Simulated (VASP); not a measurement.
# CdS (Fm-3m) in VASP: notebook

The runs below take CdS through G0W0 quasiparticle levels, with PBE.

Everything below comes from runs of VASP 6.6.1. Logs are shortened: lines on timing, memory, paths and dates and some standing lists are left out, and cuts for length are marked.

## 1. Starting point

The structure is cubic, space group Fm-3m (No. 225). Conventional cell: a = 5.506 Å, b = 5.506 Å, c = 5.506 Å, α = 90.00°, β = 90.00°, γ = 90.00°. Around Cd (site symmetry m-3m) lie 6 S at 2.75 Å. S (site symmetry m-3m) is surrounded by 6 Cd at 2.75 Å.

Measurements of this composition are mostly on another form, of space group No. 186.

## 2. G0W0 quasiparticle levels, PBE

Contents of POSCAR:

```
CdS
1.0
    0.0000000000      2.7532440000      2.7532440000
    2.7532440000      0.0000000000      2.7532440000
    2.7532440000      2.7532440000      0.0000000000
Cd S
1 1
Direct
    0.0000000000      0.0000000000      0.0000000000
    0.5000000000      0.5000000000      0.5000000000
```

Contents of INCAR.step1:

```
PREC = Accurate ; ENCUT = 450
EDIFF = 1E-8 ; ISMEAR = 0
SIGMA = 0.01 ; LREAL = F
LASPH = T ; NELM = 60
ALGO = Normal ; LWAVE = T
LCHARG = F ; GGA = PE
```

Contents of INCAR.step2:

```
PREC = Accurate ; ENCUT = 450
EDIFF = 1E-8 ; ISMEAR = 0
SIGMA = 0.01 ; LREAL = F
LASPH = T ; NELM = 1
ALGO = Exact ; LWAVE = T
LCHARG = F ; GGA = PE
NBANDS = 259 ; LOPTICS = T
ISTART = 1
```

Contents of INCAR.step3:

```
PREC = Accurate ; ENCUT = 450
EDIFF = 1E-8 ; ISMEAR = 0
SIGMA = 0.01 ; LREAL = F
LASPH = T ; ALGO = EVGW0
LWAVE = F ; LCHARG = F
GGA = PE ; NELMGW = 1
NBANDS = 259 ; ENCUTGW = 100
NOMEGA = 48 ; PRECFOCK = Fast
ISTART = 1 ; NBANDSGW = 17
```

Contents of KPOINTS:

```
Automatic mesh
0
Gamma
  3 3 3
```

Potentials or basis: VASP PAW PBE potentials, release 64 (Cd_GW, S_GW).

On the command line:

```
cat potpaw_PBE.64/Cd_GW/POTCAR potpaw_PBE.64/S_GW/POTCAR > POTCAR
cp INCAR.step1 INCAR
mpirun -np 1 vasp_std > vasp.out
cp INCAR.step2 INCAR
mpirun -np 1 vasp_std > vasp.out
cp INCAR.step3 INCAR
mpirun -np 1 vasp_std > vasp.out
```

OUTCAR:

```text
PREC = Accurate
   ENCUT = 450
   EDIFF = 1E-8
   ISMEAR = 0
   LREAL = F
   LASPH = T
   GGA = PE
   NELMGW = 1
   ENCUTGW = 100
   PRECFOCK = Fast
   ISTART = 1

 Found      4 irreducible k-points:

 Following reciprocal coordinates:
            Coordinates               Weight
  0.000000  0.000000  0.000000      1.000000
  0.333333  0.000000  0.000000      8.000000
  0.333333  0.333333  0.000000      6.000000
 -0.333333  0.333333  0.000000     12.000000
   k-points           NKPTS =      4   k-points in BZ     NKDIM =     27   number of bands    NBANDS=    259
   number of dos      NEDOS =    301   number of ions     NIONS =      2
   total plane-waves  NPLWV =  21952
   dimension x,y,z NGX =    28 NGY =   28 NGZ =   28
   dimension x,y,z NGXF=    56 NGYF=   56 NGZF=   56
   ions per type =               1   1
   NGX,Y,Z   is equivalent  to a cutoff of  11.95, 11.95, 11.95 a.u.
   NGXF,Y,Z  is equivalent  to a cutoff of  23.91, 23.91, 23.91 a.u.
 SYSTEM =  unknown system
   PREC   = accura    normal or accurate (medium, high low for compatibility)
   ISTART =      1    job   : 0-new  1-cont  2-samecut
   ICHARG =      0    charge: 1-file 2-atom 10-const
   ISPIN  =      1    spin polarized calculation?
   LNONCOLLINEAR =      F non collinear calculations
   LSORBIT =      F    spin-orbit coupling
   LASPH  =      T    aspherical Exc in radial PAW
   ENCUT  =  450.0 eV  33.07 Ry    5.75 a.u.   6.73  6.73  6.73*2*pi/ulx,y,z
   NELM   =     60;   NELMIN=  2; NELMDL=  0     # of ELM steps
   EDIFF  = 0.1E-07   stopping-criterion for ELM
   LREAL  =      F    real-space projection
   EDIFFG = 0.1E-06   stopping-criterion for IOM
   NSW    =      0    number of steps for IOM
   IBRION =     -1    ionic relax: 0-MD 1-quasi-New 2-CG
   NFREE  =      0    steps in history (QN), initial steepest desc. (CG)
   ISIF   =      0    stress and relaxation
   ISYM   =      3    0-nonsym 1-usesym 2-fastsym
   POTIM  = 0.5000    time-step for ionic-motion
   TEBEG  =    0.0;   TEEND  =   0.0 temperature during run
   PSTRESS=    0.0 pullay stress
   NELECT =      18.0000    total number of electrons
   NUPDOWN=      -1.0000    fix difference up-down
   EMIN   =  10.00;   EMAX   =-10.00  energy-range for DOS
   EFERMI =   0.00;   METHOD = LEGACY
   ISMEAR =     0;   SIGMA  =   0.01  broadening in eV -4-tet -1-fermi 0-gaus
   EFERMI_NEDOS =   21; number of points for ismear=-14 and -15
   IALGO  =     38    algorithm
   IMIX   =      4    mixing-type and parameters
     AMIX     =   0.40;   BMIX     =  1.00
     AMIX_MAG =   1.60;   BMIX_MAG =  1.00
  volume/ion in A,a.u.               =      20.87       140.84
  Fermi-wavevector in a.u.,A,eV,Ry     =   1.236833  2.337275 20.813583  1.529755
  Thomas-Fermi vector in A             =   2.371425
   LORBIT       =      0    0 simple, 1 ext, 2 COOP (PROOUT), +10 PAW based schemes
   GGA     = PE    functional components
   LHFCALC =     T    Hartree Fock is set to
   PRECFOCK=fast      Normal, Fast or Accurate (Low or Medium for compatibility)
   ENCUT4O =  -1.0   cutoff for four orbital integrals eV
   NKREDX  =     1    reduce k-point grid by
   NKREDY  =     1    reduce k-point grid by
   NKREDZ  =     1    reduce k-point grid by
   AEXX    =    1.0000 exact exchange contribution
   HFSCREEN=    0.0000 screening length (either q_TF or 0.3 A-1)
   HFSCREENC=   0.0000 screening length for correlation (either q_TF or 0.3 A-1)
   ENCUTFOCK=  -1.0 apply spherical cutoff to Coloumb kernel
   IVDW    =     0    specifies the selected vdW correction
   LEPSILON=     F    determine dielectric tensor
   LRPA    =     F    only Hartree local field effects (RPA)
   LRPAFORCE           =     F    calculate RPA forces
   ENCUTGW             = 100.0    cutoff for response function in eV
   ENCUTGWSOFT         =  80.0    soft cutoff for Coulomb kernel in GW response function in eV
   ENCUTLF             =  -1.0    cutoff for local field effects
   NELMGW              =     1    number of iterations in solving QP/BSE equation
   NELMHF              =     1    number of iterations in the inner HF iteration
   NKREDLFX            =     1    NKREDLFY  =   1   NKREDLFZ  =   1
 non-spin polarized calculation
 Gauss-broadening in eV      SIGMA  =   0.01
  energy-cutoff  :      450.00
  volume of cell :       41.74
 maximum number of plane-waves:       906
  NGX = 16; NGY = 16; NGZ = 16
   NGX = 13   NGY = 13   NGZ = 13
 maximum number of plane-waves:       113
 NGX is ok and might be reduce to    14

 QP shifts <psi_nk| G(iteration)W_0 |psi_nk>: iteration 1
 for sc-GW calculations column KS-energies equals QP-energies in previous step
 and V_xc(KS)=  KS-energies - (<T + V_ion + V_H > + <T+V_H+V_ion>^1  + <V_x>^1)

 k-point   1 :       0.0000    0.0000    0.0000
  band No.  KS-energies  QP-energies   sigma(KS)   V_xc(KS)     V^pw_x(r,r')   Z            occupation Imag(sigma)

      1      -8.2276      -8.4914     -13.0915     -12.6776     -20.6296       0.6372       2.0000       1.2936
      2      -3.3313      -5.0740     -17.8359     -15.3687     -23.1447       0.7064       2.0000       0.3599
      3      -3.3313      -5.0740     -17.8359     -15.3687     -23.1447       0.7064       2.0000       0.3599
      4      -3.3313      -5.0740     -17.8359     -15.3687     -23.1447       0.7064       2.0000       0.3599
      5      -3.3249      -5.0819     -17.9695     -15.5045     -23.4091       0.7128       2.0000       0.4214
      6      -3.3249      -5.0819     -17.9695     -15.5045     -23.4091       0.7128       2.0000       0.4214
[... 9 lines left out ...]
     16      15.6056      15.7081     -10.0163     -10.1578      -3.6388       0.7249       0.0000      -0.4055
     17      15.6056      15.7081     -10.0163     -10.1578      -3.6388       0.7249       0.0000      -0.4055

 k-point   2 :       0.3333    0.0000    0.0000
  band No.  KS-energies  QP-energies   sigma(KS)   V_xc(KS)     V^pw_x(r,r')   Z            occupation Imag(sigma)

      1      -7.4583      -7.6982     -13.5333     -13.1620     -20.8816       0.6462       2.0000       1.1579
      2      -3.5365      -5.2311     -17.6540     -15.2500     -23.1242       0.7049       2.0000       0.4234
      3      -3.5365      -5.2311     -17.6540     -15.2500     -23.1242       0.7049       2.0000       0.4234
      4      -3.4494      -5.1367     -17.4235     -15.0319     -22.7137       0.7056       2.0000       0.3828
      5      -3.1877      -4.9497     -18.0317     -15.5481     -23.3571       0.7095       2.0000       0.3647
      6      -3.1877      -4.9497     -18.0317     -15.5481     -23.3571       0.7095       2.0000       0.3647
[... 9 lines left out ...]
     16      15.8326      16.0915     -10.3483     -10.6923      -4.6916       0.7527       0.0000      -0.2835
     17      21.5622      21.8449     -10.6625     -11.0368      -3.7775       0.7551       0.0000      -0.8531

 k-point   3 :       0.3333    0.3333    0.0000
  band No.  KS-energies  QP-energies   sigma(KS)   V_xc(KS)     V^pw_x(r,r')   Z            occupation Imag(sigma)

      1      -7.4873      -7.7843     -13.8250     -13.3587     -21.1871       0.6369       2.0000       1.1057
      2      -3.4402      -5.1683     -17.6530     -15.2039     -22.9533       0.7056       2.0000       0.3622
      3      -3.2482      -5.0079     -18.0544     -15.5834     -23.5002       0.7122       2.0000       0.4174
      4      -3.1787      -4.7587     -17.2436     -15.0296     -22.6047       0.7137       2.0000       0.4516
      5      -3.1577      -4.9142     -18.0251     -15.5467     -23.3394       0.7087       2.0000       0.3586
      6      -3.1577      -4.9142     -18.0251     -15.5467     -23.3394       0.7087       2.0000       0.3586
[... 9 lines left out ...]
     16      19.5780      19.9804     -11.0117     -11.5432      -4.2763       0.7571       0.0000      -0.6953
     17      19.5780      19.9804     -11.0117     -11.5432      -4.2763       0.7571       0.0000      -0.6953

 k-point   4 :      -0.3333    0.3333    0.0000
  band No.  KS-energies  QP-energies   sigma(KS)   V_xc(KS)     V^pw_x(r,r')   Z            occupation Imag(sigma)

      1      -7.1911      -7.4850     -14.0923     -13.6351     -21.4151       0.6427       2.0000       1.0545
      2      -3.4626      -5.1708     -17.7431     -15.3329     -23.2267       0.7087       2.0000       0.4328
      3      -3.4289      -5.1171     -17.4537     -15.0640     -22.7523       0.7065       2.0000       0.3835
      4      -3.2651      -4.9941     -17.7702     -15.3251     -23.0689       0.7071       2.0000       0.3677
      5      -3.1335      -4.9004     -18.0782     -15.5914     -23.3913       0.7105       2.0000       0.3565
      6      -2.8377      -4.4594     -17.8790     -15.6200     -23.2646       0.7179       2.0000       0.4187
[... 9 lines left out ...]
     16      19.7754      20.0989     -10.7466     -11.1813      -3.9643       0.7442       0.0000      -0.7556
     17      20.9739      21.3137     -10.8202     -11.2693      -4.0494       0.7566       0.0000      -0.8153
```

OUTCAR.step1:

```text
PREC = Accurate
   ENCUT = 450
   EDIFF = 1E-8
   ISMEAR = 0
   LREAL = F
   LASPH = T
[... 169 lines left out ...]
 -----------------------------------------------------------------------------------
      0.00000      0.00000      0.00000         0.000000      0.000000      0.000000
      2.75324      2.75324      2.75324         0.000000      0.000000      0.000000
 -----------------------------------------------------------------------------------
    total drift:                                0.000000      0.000000      0.000000

  FREE ENERGIE OF THE ION-ELECTRON SYSTEM (eV)
  ---------------------------------------------------
  free  energy   TOTEN  =        -5.6339770733 eV

  energy  without entropy=       -5.6339770733  energy(sigma->0) =       -5.63397707
```

Wall time 44 s (1 thread of Intel Xeon 6975P-C (Granite Rapids), shared host); peak memory 0.26 GiB.

The run converged, but some of its settings lie outside the range that counts as converged, so its numbers aren't taken as properties of the crystal.

Results:

| Item | Value |
| --- | --- |
| Band gap on the k mesh, mean-field level | 0.97 eV, indirect (least direct gap 1.47 eV) |
| Quasiparticle gap | 1.55 eV |
| Least direct quasiparticle gap | 2.04 eV |

Caveat: the k mesh is coarse (spacing up to 0.66 Å⁻¹), so the values aren't converged; bands, screening cutoff and mesh are small and nothing is extrapolated, so the quasiparticle values aren't converged; an odd mesh through Γ misses points on the zone boundary, where band edges often lie.

## 3. G0W0 quasiparticle levels, PBE

POSCAR is that of step 2.

INCAR.step1 is that of step 2.

INCAR.step2, as its differences from that of step 2:

```diff
@@ -6,3 +6,3 @@
 LCHARG = F ; GGA = PE
-NBANDS = 259 ; LOPTICS = T
+NBANDS = 175 ; LOPTICS = T
 ISTART = 1
```

INCAR.step3, as its differences from that of step 2:

```diff
@@ -6,3 +6,3 @@
 GGA = PE ; NELMGW = 1
-NBANDS = 259 ; ENCUTGW = 100
+NBANDS = 175 ; ENCUTGW = 260
 NOMEGA = 48 ; PRECFOCK = Fast
```

KPOINTS is that of step 2.

Potentials or basis: VASP PAW PBE potentials, release 64 (Cd_GW, S_GW).

On the command line:

```
cat potpaw_PBE.64/Cd_GW/POTCAR potpaw_PBE.64/S_GW/POTCAR > POTCAR
cp INCAR.step1 INCAR
mpirun -np 1 vasp_std > vasp.out
cp INCAR.step2 INCAR
mpirun -np 1 vasp_std > vasp.out
cp INCAR.step3 INCAR
mpirun -np 1 vasp_std > vasp.out
```

OUTCAR:

```text
PREC = Accurate
   ENCUT = 450
   EDIFF = 1E-8
   ISMEAR = 0
   LREAL = F
   LASPH = T
   GGA = PE
   NELMGW = 1
   ENCUTGW = 260
   PRECFOCK = Fast
   ISTART = 1

 Found      4 irreducible k-points:

 Following reciprocal coordinates:
            Coordinates               Weight
  0.000000  0.000000  0.000000      1.000000
  0.333333  0.000000  0.000000      8.000000
  0.333333  0.333333  0.000000      6.000000
 -0.333333  0.333333  0.000000     12.000000
[... 59 lines left out ...]
   ENCUTGWSOFT         = 208.0    soft cutoff for Coulomb kernel in GW response function in eV
   ENCUTLF             =  -1.0    cutoff for local field effects
   NELMGW              =     1    number of iterations in solving QP/BSE equation
   NELMHF              =     1    number of iterations in the inner HF iteration
   NKREDLFX            =     1    NKREDLFY  =   1   NKREDLFZ  =   1
 non-spin polarized calculation
 Gauss-broadening in eV      SIGMA  =   0.01
  energy-cutoff  :      450.00
  volume of cell :       41.74
 maximum number of plane-waves:       906
  NGX = 16; NGY = 16; NGZ = 16
   NGX = 13   NGY = 13   NGZ = 13
 maximum number of plane-waves:       411

 QP shifts <psi_nk| G(iteration)W_0 |psi_nk>: iteration 1
 for sc-GW calculations column KS-energies equals QP-energies in previous step
 and V_xc(KS)=  KS-energies - (<T + V_ion + V_H > + <T+V_H+V_ion>^1  + <V_x>^1)

 k-point   1 :       0.0000    0.0000    0.0000
  band No.  KS-energies  QP-energies   sigma(KS)   V_xc(KS)     V^pw_x(r,r')   Z            occupation Imag(sigma)

      1      -8.2276      -8.6551     -13.3503     -12.6776     -20.6296       0.6355       2.0000       1.2349
      2      -3.3313      -5.2164     -18.0429     -15.3687     -23.1447       0.7049       2.0000       0.3099
      3      -3.3313      -5.2164     -18.0429     -15.3687     -23.1447       0.7049       2.0000       0.3099
      4      -3.3313      -5.2164     -18.0429     -15.3687     -23.1447       0.7049       2.0000       0.3099
      5      -3.3249      -5.2286     -18.1813     -15.5045     -23.4091       0.7112       2.0000       0.3711
      6      -3.3249      -5.2286     -18.1813     -15.5045     -23.4091       0.7112       2.0000       0.3711
[... 59 lines left out ...]
      3      -3.4289      -5.2555     -17.6539     -15.0640     -22.7523       0.7052       2.0000       0.3330
      4      -3.2651      -5.1366     -17.9774     -15.3251     -23.0689       0.7056       2.0000       0.3192
      5      -3.1335      -5.0490     -18.2930     -15.5914     -23.3913       0.7090       2.0000       0.3096
      6      -2.8377      -4.6234     -18.1146     -15.6200     -23.2646       0.7158       2.0000       0.3761
[... 9 lines left out ...]
     16      19.7754      20.0464     -10.8163     -11.1813      -3.9643       0.7426       0.0000      -0.7453
     17      20.9739      21.2550     -10.8966     -11.2693      -4.0494       0.7541       0.0000      -0.8065
```

OUTCAR.step2:

```text
PREC = Accurate
   ENCUT = 450
   EDIFF = 1E-8
   ISMEAR = 0
   LREAL = F
[... 537 lines left out ...]
     0.00000    24.09594    24.09594    24.09594    -0.00000    -0.00000     0.00000
     1.78058    -1.41728    -1.41728    -1.41728    -0.00000    -0.00000     0.00000
     3.56115    50.17136    50.17136    50.17136    -0.00000    -0.00000     0.00000
     5.34173    -3.48269    -3.48269    -3.48269     0.00000     0.00000    -0.00000
     7.12231    -5.47280    -5.47280    -5.47280    -0.00000     0.00000     0.00000
     8.90289    -4.39890    -4.39890    -4.39890     0.00000     0.00000    -0.00000
[... 92 lines left out ...]
   174.49658     0.97246     0.97246     0.97246     0.00000     0.00000    -0.00000
   176.27716     0.97306     0.97306     0.97306     0.00000     0.00000    -0.00000
```

Run time: 55 s. Hardware: 1 thread of Intel Xeon 6975P-C (Granite Rapids), shared host; peak memory 0.47 GiB.

These settings aren't checked as converged: the numbers below hold their error.

Results:

- Band gap on the k mesh, mean-field level: 0.97 eV, indirect (least direct gap 1.47 eV)
- Quasiparticle gap: 1.59 eV
- Least direct quasiparticle gap: 2.07 eV

Caveat: the k mesh is coarse (spacing up to 0.66 Å⁻¹), so the values aren't converged; bands, screening cutoff and mesh are small and nothing is extrapolated, so the quasiparticle values aren't converged; an odd mesh through Γ misses points on the zone boundary, where band edges often lie.

## 4. The reference run

An earlier run on the cell as given: functional PBE; potentials or basis VASP PAW PBE potentials, release 64 (Cd, S); cutoff 520 eV; k mesh 8 × 8 × 8; occupations fermi-dirac, width 0.05 eV; no spin polarisation.

* Pressure: -0.1 GPa
* Band gap on the k mesh: 0.26 eV, indirect (least direct gap 1.53 eV)
